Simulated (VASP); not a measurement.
# Si (strained diamond): one r²SCAN single-point calculation in two programs

```yaml
crystal:
  lattice:
    - [0.10610, 2.71933, 2.71933]
    - [2.71933, 0.10610, 2.71933]
    - [2.71933, 2.71933, 0.10610]
  atoms:
    - { symbol: Si, position: [0.00269, 0.00269, 0.00269] }
    - { symbol: Si, position: [0.24731, 0.24731, 0.24731] }
```

Datasets and cutoffs are each program's own. VASP's cell holds 8 valence electrons and Ansatz's 8. Ansatz's stress includes a Pulay correction; VASP's doesn't.

Cutoffs: 520 eV in VASP, 500 eV in Ansatz. k meshes: 8×8×8 and 8×8×8.

```
                              VASP   Ansatz
gap between bands v and c  0.24 eV  0.23 eV
         least direct gap  1.86 eV  1.84 eV
                 pressure  6.7 GPa  6.9 GPa
```

Band v is the last that the valence electrons fill when counted band by band, and c is the next. Levels in eV from the top of v, Ansatz:

```json
{"point": "Γ", "v−1": "0.00", "v": "0.00", "c": "1.84", "c+1": "2.77"}
{"point": "X", "v−1": "-3.69", "v": "-3.12", "c": "0.23", "c+1": "0.87"}
{"point": "K", "v−1": "-5.09", "v": "-2.67", "c": "1.38", "c+1": "3.76"}
{"point": "L", "v−1": "-1.18", "v": "-1.18", "c": "2.50", "c+1": "3.60"}
{"point": "W", "v−1": "-4.59", "v": "-4.45", "c": "3.92", "c+1": "4.56"}
```

VASP:

```json
{"point": "Γ", "v−1": "0.00", "v": "0.00", "c": "1.86", "c+1": "2.79"}
{"point": "X", "v−1": "-3.68", "v": "-3.12", "c": "0.24", "c+1": "0.88"}
{"point": "K", "v−1": "-5.08", "v": "-2.66", "c": "1.40", "c+1": "3.77"}
{"point": "L", "v−1": "-1.18", "v": "-1.18", "c": "2.52", "c+1": "3.62"}
{"point": "W", "v−1": "-4.59", "v": "-4.44", "c": "3.93", "c+1": "4.57"}
```
